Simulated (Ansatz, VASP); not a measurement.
## Two plane-wave programs on Co

```
CELL_PARAMETERS angstrom
2.48736 0.00000 0.00000
-1.24368 2.15412 0.00000
0.00000 0.00000 4.06329
ATOMIC_POSITIONS crystal
Co 0.66667 0.33333 0.25986
Co 0.33333 0.66667 0.74014
```

Alike in both runs: task single point; functional r2SCAN; k mesh 9 × 9 × 4; occupations gaussian, width 0.1 eV; collinear spin.

```csv
,VASP,Ansatz
version,VASP 6.6.1,Ansatz 0.2.0
potentials or method,"VASP PAW PBE potentials, release 64 (Co)","scalar-relativistic, plane waves, PAW"
plane-wave cutoff (eV),520,500
valence electrons in the cell,18,34
```

Ansatz gave:

* gap on the k mesh at the Fermi level (eV): none
* pressure (GPa): -2.6
* largest component of the traceless stress (GPa): 1.08
* rms of the force components (eV/Å): 0.102
* net moment per atom (μB): 1.83
* size of the moment on the site where the two differ most (μB): 1.96

Task: Estimate VASP's values.

Result: gap on the k mesh at the Fermi level (eV): none; pressure (GPa): -2.7; largest component of the traceless stress (GPa): 1.06; rms of the force components (eV/Å): 0.095; net moment per atom (μB): 1.82; size of the moment on the site where the two differ most (μB): 1.88.

Site moments also hang on the region over which each program counts them. Atom by atom the forces differ by 0.006 eV/Å (rms over components). A gap of «none» marks a metal or a gap that the smearing closes. The two sets of potentials don't hold the same shells in valence. Ansatz warned: «stability_check_not_made».

Caveats: the k mesh is coarse (spacing up to 0.39 Å⁻¹), so the values aren't converged; the PAW data sets were made with another functional, which shifts forces and pressure a little (VASP).
